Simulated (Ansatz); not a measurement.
# Sr: the cost of one run

Program: Ansatz 0.2.0. Level of theory: DFT, PBE, PAW with Ansatz's default frozen-core files, scalar-relativistic. These are calculated values, not measurements.

**1. Starting point**

Symmetry: P6_3/mmc, No. 194, hexagonal system. The conventional cell has a = 4.310 Å, b = 4.310 Å, c = 7.050 Å, α = 90.00°, β = 90.00°, γ = 120.00°. Around Sr (site symmetry -6m2) lie 12 Sr at 4.31 Å.

Coordinates:

```
CELL_PARAMETERS angstrom
4.31000 0.00000 0.00000
-2.15500 3.73257 0.00000
0.00000 0.00000 7.05000
ATOMIC_POSITIONS crystal
Sr 0.33333 0.66667 0.25000
Sr 0.66667 0.33333 0.75000
```

The cell comes from a crystallographic database entry that wasn't checked; take it as a given geometry, which may be far from equilibrium.

Atoms are numbered in the order of the input: Sr1, Sr2.

**2. With PAW files, cutoff 250 eV**

Input file input.yaml:

```yaml
crystal:
  lattice:
    - [4.3100002207, 0.0, 0.0]
    - [-2.1550001104, 3.7325696814, 0.0]
    - [0.0, 0.0, 7.05]
  atoms:
    - { symbol: Sr, position: [0.3333333333, 0.6666666667, 0.25] }
    - { symbol: Sr, position: [0.6666666667, 0.3333333333, 0.75] }
kpoints:
  mp_grid: { grid: [10, 10, 5] }
scf:
  occupations: { method: fermi_dirac, width: 0.08 }
hamiltonian:
  xc: pbe
  pseudopotentials: { kind: paw }
output:
  forces: true
  stress: true
  eigenvalues: true
  efg: { contact_densities: true }
basis:
  ecutwfc: 250
```

Started as:

```sh
$ ansatz run input.yaml --threads 1 --pin off --max-ram 2048MiB --backend cpu --events-out ev --progress --plain --runs-dir out
```

What time and memory should one allow on 1 thread of Arm Neoverse V2, shared host?

About 2 s, with a peak of 0.31 GiB.
